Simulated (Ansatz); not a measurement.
# What Be2H3I (built on the sites of a database entry of Sr2H3I) distorts into, part 4 of 4

Which phase does Be2H3I (built on the sites of a database entry of Sr2H3I) fall into along its unstable mode, and how much energy does it gain?

Ansatz 0.2.0; DFT PBEsol, scalar-relativistic, plane waves, PAW.

So far. Step 5 (Energy along the mode, all amplitudes (two of the runs …): The lowest of the steps tried is the last one, at 0.6 Å, 153 meV/atom below the parent; the bottom of the well need not coincide with a step. Step 7 (The new phase in its own primitive cell): The largest force component left is 0.41 meV/Å and the pressure is 0.001 GPa, within the tolerances set. The cell now holds 14.63 Å³/atom.

The structure was built from a prototype and need not be the compound's stable phase.

### Step 8. Modes of the new phase, k-mesh 8×8×4, occupations fixed

A relaxed structure may still be a saddle point, so its zone-centre modes are computed. The response to a homogeneous field gives the Born charges and the dielectric tensor, and its change with displacement the Raman tensors.

The input, input.yaml:

```yaml
crystal:
  lattice:
    - [3.7099961128, -1.8226716078, -0.0008186026]
    - [3.7099961128, 1.8226716078, -0.0008186026]
    - [-0.0163278529, 0.0, 6.489824378]
  atoms:
    - { symbol: Be, position: [0.5188356576, 0.5188356576, 0.5622011526] }
    - { symbol: Be, position: [0.2197210472, 0.2197210472, 0.5622008659] }
    - { symbol: H, position: [0.0267747, 0.0267747, 0.5388706594] }
    - { symbol: H, position: [0.7116728383, 0.7116728383, 0.5388902363] }
    - { symbol: H, position: [0.3689204261, 0.3689204261, 0.4125363005] }
    - { symbol: I, position: [0.3700545936, 0.3700545936, 0.8853007852] }
kpoints:
  mp_grid: { grid: [8, 8, 4] }
hamiltonian:
  xc: pbesol
scf:
  occupations: { method: fixed }
output:
  eigenvalues: true
phonons:
  method: dfpt
  dielectric: true
  rigid_motions: translations
  raman: true
```

Started as:

```sh
$ ansatz run input.yaml --threads 4 --pin off --max-ram 7168MiB --backend cpu --events-out ev --progress --plain --runs-dir out
```

Numbers of over 12 decimals in the logs are rounded to 6 here.

Output:

```text
[...]
Crystal: 6 atoms, lattice volume = 87.770 Å³
Basis set: ecut = 420 eV, 1707 PW (Γ), exchange–correlation on 60×60×90 points (8 copies of the dense FFT grid, shifted against one another)
Bands: 18, of which v1, the nominal top of the filled ones, is band 12 counted from 1 (11 counted from 0)
Symmetry: 2 space group operations
k-points: 132 of 256 (irreducible under 1 space group operation, time reversal used)
[...]
SCF iter   1: F=—  HF=-7660.260126 eV  |F-HF|=—  |Δ(HF+E_count)|=         —  Δρ=5.32e-3  dr2=3.67e-2  ethr=1.77e-3  ⟨swp⟩=5.1  Hψ=11656  notcnv=0  defer=498
[...]
SCF iter   9: F=-7660.251332 eV  HF=-7660.251332 eV  |F-HF|=1.38e-10  |Δ(HF+E_count)|=   3.24e-9  Δρ=2.95e-7  dr2=8.41e-11  ethr=1.00e-12  ⟨swp⟩=12.7  Hψ=18828  notcnv=0
SCF 1 converged in 9 iterations: F = -7660.251332 eV  dr2 = 8.41e-11
[...]
NSCF: frozen V_eff on 3 k-points
DFPT response loops at Γ: preconditioner auto → Resta (q_TF=auto, 2.198 Å⁻¹)  ε∞=5.3 (no band partly filled); β = 1.00, the filter's whole step (`scf.mixing.beta` (0.50) is not read by the response loops at its default; to damp them type it under 1.00, their step now; it binds the ground state too); Broyden in place of MSR1
── the response to a field inside a basis, on 14×14×8 k-points: an SCF that follows is theirs, and a resumed run solves both again ──
Bands: 13, of which v1, the nominal top of the filled ones, is band 12 counted from 1 (11 counted from 0)
k-points: 420
[...]
Eigensolver: Dense (420 Hₖ)
SCF iter   1: F=—  HF=-7660.249516 eV  |F-HF|=—  |Δ(HF+E_count)|=         —  Δρ=1.69e-4  dr2=9.91e-6  ethr=1.00e-1
[...]
SCF iter   6: F=-7660.249520 eV  HF=-7660.249520 eV  |F-HF|=4.46e-11  |Δ(HF+E_count)|=  2.29e-10  Δρ=1.50e-7  dr2=2.72e-11  ethr=1.18e-12
SCF 1 converged in 6 iterations: F = -7660.249520 eV  dr2 = 2.72e-11
[...]
WARN: field response: ε∞ stands inside a basis, on 14×14×8 points; the force constants stand on the 8×8×4 k-mesh, whose period is 9.91 times the interband length at k = (-0.5000, -0.5000, 0.0000), direct gap 2.684 eV, under 14: take them and everything formed from them as unconverged, and compare with a denser kpoints.mp_grid
SCF converged after 9 iterations
Free energy (F): -7660.251332 eV
[...]
Internal energy: -7660.251332 eV  (E = F + TS)
E sigma→0 (E₀):  -7660.251332 eV
Fermi energy:    3.038415 eV
[...]
--- Band table (eV; the first three rows and the last of 132) ---
  k-point 0: bands = [... 8 lower, -0.3991, 1.2987, 2.4559, 3.0268, 5.9077, 7.8116, 8.1090, 8.7729, ... 2 higher]
  k-point 1: bands = [... 8 lower, -0.3528, 1.3061, 2.4438, 3.0326, 5.9108, 6.4607, 8.0895, 8.7122, ... 2 higher]
  k-point 2: bands = [... 8 lower, -0.2275, 1.3136, 2.4315, 3.0384, 5.6567, 5.9139, 7.9521, 8.6537, ... 2 higher]
  k-point 131: bands = [... 8 lower, -0.5775, 0.4749, 2.2570, 2.3391, 5.1435, 6.2676, 7.7452, 8.7023, ... 2 higher]
--- Phonons (Γ-DFPT): 18 representative perturbations + reference, on 132 of 256 k-points (Σ response iterations 55) ---
  k mesh reduced under 1 symmetry operation, with k and −k counted as one. Each operation leaves every solved perturbation unchanged. A smaller set is not considered because the run solves the response to a homogeneous field
  ASR residual: 3.872e-4 → 0.000e0 eV/Å²; symmetrization residual: 2.917e-6 eV/Å²
  ASR residual per site (eV/Å²): 8.00e-5 8.00e-5 2.63e-5 3.49e-5 4.36e-5 3.87e-4
[...]
ε∞ (high-frequency dielectric tensor):
        3.894090    -0.000000    -0.000523
       -0.000000     7.199054    -0.000000
       -0.000523    -0.000000     2.973840
  softest optical mode at Γ: -977.20 cm⁻¹; the repairs (sum rule, projections) moved no ω² at Γ by more than (5.11 cm⁻¹)²
  Born effective charges Z* (e; rows j = field, columns β = displacement):
    site 0:
         1.33826   -0.00000   -0.20154
        -0.00000    3.01981   -0.00000
        -0.03768   -0.00000    0.68957
    site 1:
         1.33867   -0.00000    0.20173
        -0.00000    3.01993   -0.00000
         0.03714   -0.00000    0.68924
    site 2:
        -0.58219    0.00000    0.02184
         0.00000   -2.39477    0.00000
         0.00312    0.00000   -0.19183
    site 3:
        -0.58219    0.00000   -0.02153
         0.00000   -2.39500    0.00000
        -0.00272    0.00000   -0.19184
    site 4:
        -0.85675    0.00000    0.00014
         0.00000   -0.74051    0.00000
         0.00042    0.00000   -0.41457
    site 5:
        -0.65579   -0.00000   -0.00064
        -0.00000   -0.50946    0.00000
        -0.00028    0.00000   -0.58057
  Z* charge neutrality: 1.659e-3 e pre-enforcement
  solved inside a basis spanned on kpoints, on 14×14×8 k-points transformed towards the longest dipole: ε∞ is read to err by 2.4e-2, Z* by 1.8e-2 e (field_mesh: kpoints solves on kpoints); Z* is corrected for what the basis lacks
  Raman tensors (in the event stream and the table raman_tensors.tsv): an entry may err by 1.6e0 Å², one of the second-order susceptibility by 1.4e0 pm/V (basis, points and sum rule); their sum over the sites missed zero by 2.067e-4 Å² ahead of its enforcement
  optical modes at Γ without the LO–TO term, one row a degenerate level:
      ω (cm⁻¹)  modes    IR ((D/Å)²/amu)  static Raman (Å⁴/amu)  depolarisation
       -977.20      1           321.1526               123.0503           0.750
       -327.30      1             0.0000               105.0959           0.750
        168.45      1             0.5104                 0.6104           0.750
        170.08      1             0.2511                 0.0009           0.716
        386.26      1             0.3696               227.4528           0.040
        423.67      1             1.1193                 3.6388           0.750
        529.34      1             0.4904                17.4193           0.750
        689.02      1             0.0021               692.3248           0.182
        778.76      1             2.2310               555.5144           0.073
        779.03      1             0.1698                 9.0675           0.750
       1138.11      1             0.0000               320.6918           0.750
       1458.50      1             5.5172               373.0130           0.310
       1520.83      1            24.4563                16.5506           0.750
       1681.75      1            15.4786                 2.9188           0.749
       1695.74      1             0.0006              1666.5040           0.106
  optical modes at Γ + LO–TO along q̂ = [1.0000, 0.0000, 0.0000]:
      ω (cm⁻¹)  modes    IR ((D/Å)²/amu)  static Raman (Å⁴/amu)  depolarisation
       -977.20      1           321.1526               123.0503           0.750
       -327.30      1             0.0000               105.0959           0.750
        168.45      1             0.5104                 0.6104           0.750
        174.00      1             0.1864                 0.0706           0.750
        386.26      1             0.3696               227.4528           0.040
        430.90      1             0.8734                 5.6995           0.750
        532.11      1             0.4528                22.3759           0.750
        689.02      1             0.0021               692.3248           0.182
        778.76      1             2.2310               555.5144           0.073
        779.03      1             0.1698                 9.0675           0.750
       1138.11      1             0.0000               320.6918           0.750
       1458.50      1             5.5172               373.0130           0.310
       1560.74      1            14.9470                 1.0620           0.750
       1695.74      1             0.0006              1666.5055           0.106
       1719.20      1            25.3361                 0.3668           0.749
  optical modes at Γ + LO–TO along q̂ = [0.0000, 1.0000, 0.0000]:
      ω (cm⁻¹)  modes    IR ((D/Å)²/amu)  static Raman (Å⁴/amu)  depolarisation
       -327.30      1             0.0000               105.0959           0.750
        117.42      1            32.0211                37.9884           0.750
        170.08      1             0.2511                 0.0009           0.716
        379.64      1           287.9769               383.8108           0.750
        386.26      1             0.3696               227.4528           0.040
        423.67      1             1.1193                 3.6388           0.750
        529.34      1             0.4904                17.4193           0.750
        689.02      1             0.0021               692.3248           0.182
        778.76      1             2.2310               555.5144           0.073
        780.24      1             1.8349                 2.9546           0.750
[...]
optical modes at Γ + LO–TO along q̂ = [0.0000, 0.0000, 1.0000]:
      ω (cm⁻¹)  modes    IR ((D/Å)²/amu)  static Raman (Å⁴/amu)  depolarisation
[...]
170.08      1             0.2511                 0.0009           0.716
        389.92      1             0.3270               235.6103           0.036
        423.67      1             1.1193                 3.6389           0.750
        529.34      1             0.4904                17.4193           0.750
        689.03      1             0.0016               693.8688           0.182
        779.03      1             0.1698                 9.0675           0.750
        790.11      1             2.1284               647.4133           0.069
       1138.11      1             0.0000               320.6918           0.750
       1474.08      1             5.6629               359.5365           0.444
       1520.83      1            24.4563                16.5509           0.750
       1681.75      1            15.4786                 2.9186           0.749
       1695.74      1             0.0007              1663.9489           0.106
```

It took 11 min on 4 threads of Arm Neoverse V1, shared host; peak memory 3.3 GiB; 43 min of CPU time.

Numbers from this step:

- sum-rule residual before enforcement: 3.87e-4 eV/Å²
- miss of the charge sum rule: 0.001659 e
- estimated error of the dielectric tensor: 0.02385
- estimated error of the Born charges: 0.01839 e
- point group: m
- highest optical mode at the zone centre (no LO-TO term): 1696 cm⁻¹
- lowest optical zone-centre mode: -977.2 cm⁻¹
- mean high-frequency dielectric constant: 4.689
- largest Born charge (third of the trace): 1.683 e
- top of the zone-centre spectrum with the field: 1719 cm⁻¹

Patterns of degenerate modes are one choice out of their space. Modes at Γ, with each element's share of the kinetic energy (negative means imaginary):

```
mode  frequency (cm⁻¹)  symmetry  Be %  H %  I %
   1            -977.2       A''    17   82    0
   2            -327.3       A''    98    2    0
   3               0.0  acoustic    12    2   86
   4               0.0  acoustic    12    2   86
   5               0.0  acoustic    12    2   86
   6             168.4       A''    68   17   14
   7             170.1        A'    74   13   13
   8             386.3        A'    73   13   14
   9             423.7        A'    91    8    1
  10             529.3        A'     7   93    0
  11             689.0        A'    80   20    0
  12             778.8        A'    21   79    0
  13             779.0       A''     2   98    0
  14            1138.1       A''     2   98    0
  15            1458.5        A'     8   92    0
  16            1520.8        A'     8   92    0
  17            1681.8        A'     8   92    0
  18            1695.7        A'     7   93    0
```

Displacements in mode 1 (-977.2 cm⁻¹), the largest set to 1:
```
Be1  0.00 -0.16  0.00
Be2  0.00 -0.16  0.00
H3   0.00  1.00  0.00
H4   0.00  1.00  0.00
H5   0.00  0.34  0.00
I6   0.00  0.00  0.00
```

Displacements in mode 2 (-327.3 cm⁻¹), the largest set to 1:
```
Be1  0.00 -1.00  0.00
Be2  0.00  1.00  0.00
H3   0.00  0.48  0.00
H4   0.00 -0.48  0.00
H5   0.00  0.00  0.00
I6   0.00  0.00  0.00
```

Optical modes at the zone centre, without and with the macroscopic field of the longitudinal modes; each column is sorted by frequency, so a row need not hold one and the same mode. Modes with and without the field, by row:

```
rank among optical modes  no field (cm⁻¹)  q along (1, 0, 0) (cm⁻¹)  q along (0, 1, 0) (cm⁻¹)  q along (0, 0, 1) (cm⁻¹)
                       1           -977.2                    -977.2                    -327.3                    -977.2
                       2           -327.3                    -327.3                     117.4                    -327.3
                       3            168.4                     168.4                     170.1                     168.4
                       4            170.1                       174                     379.6                     170.1
                       5            386.3                     386.3                     386.3                     389.9
                       6            423.7                     430.9                     423.7                     423.7
                       7            529.3                     532.1                     529.3                     529.3
                       8              689                       689                       689                       689
                       9            778.8                     778.8                     778.8                       779
                      10              779                       779                     780.2                     790.1
                      11             1138                      1138                      1138                      1138
                      12             1458                      1458                      1458                      1474
                      13             1521                      1561                      1521                      1521
                      14             1682                      1696                      1682                      1682
                      15             1696                      1719                      1696                      1696
```

Born charge (rows field, columns displacement) (e), principal values of the symmetric part by kind of site:

```
atom  atoms with these values    low  middle   high   mean
 Be1                        2   0.67    1.36   3.02   1.68
  H3                        2  -2.39   -0.58  -0.19  -1.06
  H5                        1  -0.86   -0.74  -0.41  -0.67
  I6                        1  -0.66   -0.58  -0.51  -0.58
```

In full for Be1:

```
 1.34  0.00 -0.20
 0.00  3.02  0.00
-0.04  0.00  0.69
```

High-frequency dielectric tensor:

```
3.89 0.00 0.00
0.00 7.20 0.00
0.00 0.00 2.97
```

Transverse modes; imaginary modes are left out. Infrared lines, with heights relative to the strongest:

```
position (cm⁻¹)  lines merged  relative intensity
            168             1                 2.1
            170             1                 1.0
            386             1                 1.5
            424             1                 4.6
            529             1                 2.0
            689             1                 0.0
            779             2                  10
           1138             1                 0.0
           1458             1                  23
           1521             1                 100
           1682             1                  63
           1696             1                 0.0
```

Activity x (w_L - w)^4 (n + 1)/w, 532 nm, 300 K; imaginary modes are left out; modes without the macroscopic field alone. Raman lines, with heights relative to the strongest:

```
position (cm⁻¹)  lines merged  relative intensity
            168             1                 0.7
            170             1                 0.0
            386             1                  72
            424             1                 1.0
            529             1                 3.5
            689             1                 100
            779             2                  70
           1138             1                  25
           1458             1                  21
           1521             1                 0.9
           1682             1                 0.1
           1696             1                  75
```

Before it was imposed, the acoustic sum rule was missed by 3.9e-4 eV/Å² and the charge sum rule by 0.0017 e. Small misses are needed for a sound result but don't prove that mesh and cutoff are converged. The lowest optical mode is imaginary, 977.2i cm⁻¹, so the energy falls along it.

The log warns of the k mesh: “the force constants stand on the 8×8×4 k-mesh, whose period is 9.91 times the interband length at k = (-0.5000, -0.5000, 0.0000), direct gap 2.684 eV, under 14: take them and everything formed from them as unconverged”.

### Step 9. What came out

```yaml
unstable_mode_of_the_parent: q = (0, 0, 0), 1040i cm⁻¹
depth_at_the_lowest_point_sampled: 153 meV/atom
largest_atomic_shift_at_that_point: 0.6 Å
space_group_reached_within_0p01_a: Cm
energy_gained_over_the_parent_first_relaxation_on_the_mesh_of_the_frozen_mode: 552 meV/atom
volume_per_atom_phase_reached: 14.6 Å³
gap_on_the_k_mesh_phase_reached: 2.11 eV
lowest_optical_zone_centre_mode_phase_reached: -977 cm⁻¹
highest_optical_mode_at_the_zone_centre_no_lo_to_term_phase_reached: 1696 cm⁻¹
```

What this shows: From this start the structure relaxes into Cm, 552 meV/atom below the parent. At the parent's cell the well is 153.3 meV/atom deep on the steps tried, with its lowest point at a shift of 0.6 Å. That is the last step tried, so the steps alone don't bracket the bottom of the well. Relaxing atoms and cell changes the gain by +398.47 meV/atom against the lowest step (energies at zero smearing). Most of the total comes from this relaxation. The frozen pattern makes up only 23 % of the final shifts of the atoms, so other modes or strain give most of the change. The new phase still has an imaginary mode at the zone centre of its cell, so it is a saddle point on the way to a lower structure. Of the 3 patterns followed to their end from this parent, this one ends 84.1 meV/atom above the lowest, C2. Each path keeps the symmetry of its pattern, so a lower phase may lie along a pattern not tried. With the field response the log warns that the k mesh is coarse for the force constants too, so the frequencies may not be converged. With no gap, or one that is small against the smearing, the frequencies hang on the k mesh and the smearing, most of all near Kohn anomalies. Spin-orbit coupling is left out, which can matter for the heavy elements here. The starting cell was built on a prototype and not taken from a measurement, so the phase need not exist.

[Logs are printed without paths, hosts, clocks, repeated set-up lines and the standing remarks that a program may print on its own settings, such as how far it seeks lower states.]

[Hosts, paths, dates, database ids (printed as entryN), source tags and the programs' standing remarks are cut or masked in the printed files.]
